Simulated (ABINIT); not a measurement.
Runs of ABINIT 10.8.3 (patched build) on WC. Symmetry: Fm-3m, No. 225, cubic system. The conventional cell has a = 4.385 Å, b = 4.385 Å, c = 4.385 Å, α = 90.00°, β = 90.00°, γ = 90.00°. Around W (site symmetry m-3m) lie 6 C at 2.19 Å. Around C (site symmetry m-3m) lie 6 W at 2.19 Å. Measurements of this composition are mostly on another form, of space group No. 187.

```tsv
level	gap on the mesh (eV)	pressure (GPa)
AM05	none	(a)
WC	none	-7.7
PBEsol	none	-9.5
BLYP	none	11.8
RPBE	none	3.1
LDA	none	-15.2
revPBE	none	(b)
r2SCAN	none	(c)
```

Alike in all rows: task single point; potentials or basis JTH PAW PBE v2.0; no spin polarisation; cell as given; k mesh 10 × 10 × 10; cutoff (eV) 626; smearing fermi-dirac 0.05 eV.

Task: Fill in the values left out.

Result: (a) -11.8; (b) 1.9; (c) -3.1.

Caveats: the highest band is partly filled, so the run has too few bands; the PAW data sets were made with another functional, which shifts forces and pressure a little.

A k mesh can miss the band edges, and the runs leave out spin-orbit coupling on W.

A gap of «none» marks a metal or a gap under the smearing width.

Runs at the PBE level aren't shown here.
